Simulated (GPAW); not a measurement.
The system is Au.

```
Au
1.0
     1.41131   -2.55593    0.00000
     1.41131    2.55593    0.00000
     0.00000    0.00000    4.89317
Au
2
Cartesian
  1.4113 0.8451 1.2233
  1.4113 -0.8451 3.6699
```

This isn't the form of Au at room conditions, which is fcc.

- Program: GPAW 26.7.0
- Task: single point
- Functional: PBEsol
- Potentials or basis: PAW data sets generated in the run's folder for this functional
- Cutoff: 600 eV
- Basis: pw
- k mesh: 11 × 11 × 6
- Occupations: fermi-dirac, width 0.05 eV
- Spin: no spin polarisation

On this cell: pressure -2.8 GPa; largest force 0.027 eV/Å; band gap on the k mesh none (metal or under the smearing width).

The same run follows on a disturbed copy (atoms moved at random, drawn with an rms of 0.05 Å):

```
Au
1.0
     1.41131   -2.55593    0.00000
     1.41131    2.55593    0.00000
     0.00000    0.00000    4.89317
Au
2
Direct
  0.33425 0.65236 0.25193
  0.65276 0.31258 0.74169
```

Task: What does the disturbed cell give?

Result: The energy (extrapolated to zero smearing) moves by +3.8 meV/atom; pressure -2.6 GPa; largest force 0.309 eV/Å; band gap on the k mesh none (metal or under the smearing width).

Forces in eV/Å, atoms in the order of the input:
```
Au  -0.011 -0.027 -0.308
Au   0.011  0.027  0.308
```

Stress tensor (GPa, compression positive):
```
 0.35  0.06  0.10
 0.06 -4.27  0.07
 0.10  0.07 -3.90
```

Caveats: with this Au data set, volumes or pressures lay over 1.5 % or 2 GPa off other programs in two to four cells of ten.
